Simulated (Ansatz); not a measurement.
# BAs: pressure against volume

Reference cell: a COD entry, whose atoms a relaxation with PBE at fixed cell left in place.

```cif
data_structure
_symmetry_space_group_name_H-M 'P 1'
_symmetry_Int_Tables_number 1
_cell_length_a 3.3778
_cell_length_b 3.3778
_cell_length_c 3.3778
_cell_angle_alpha 60.000
_cell_angle_beta 60.000
_cell_angle_gamma 60.000
_cell_volume 27.25
loop_
_atom_site_label
_atom_site_type_symbol
_atom_site_fract_x
_atom_site_fract_y
_atom_site_fract_z
_atom_site_occupancy
B1 B 0.00000 0.00000 0.00000 1
As2 As 0.25000 0.25000 0.25000 1
```

Atoms are numbered from 1 in the order listed; like atoms form one site, named after its first atom.

Method: Kohn–Sham DFT in Ansatz, PBE, plane waves and PAW, scalar-relativistic, 420 eV cutoff, Γ-centred 16×16×16 k-points, Fermi–Dirac smearing 0.02 eV.

The cell is scaled uniformly, and the ions relax again at each size.

| V/V₀ | pressure (GPa) | gap on the k-mesh (eV) |
| --- | --- | --- |
| 0.94 | 12.8 | 1.14 |
| 0.96 | ? | ? |
| 0.98 | 5.8 | 1.18 |
| 1.00 | 2.8 | 1.20 |
| 1.02 | 0.1 | 1.22 |
| 1.04 | -2.4 | 1.23 |
| 1.06 | -4.6 | 1.25 |

Question: Estimate the row at V/V₀ = 0.96, the equilibrium volume and the bulk modulus.

Answer: pressure (GPa): 9.1; gap on the k-mesh (eV): 1.16. Worked: a parabola in ln(V/V₀) through the other 6 rows gives 9.1 GPa there. It crosses zero pressure at V/V₀ = 1.020, the equilibrium volume of this functional, where the bulk modulus is B = −dP/d ln V = 132 GPa. The gap rises as the cell grows, by 0.009 eV per per cent of volume.

PBE gaps are too small, by a third to a half in many semiconductors; their changes with volume are better.
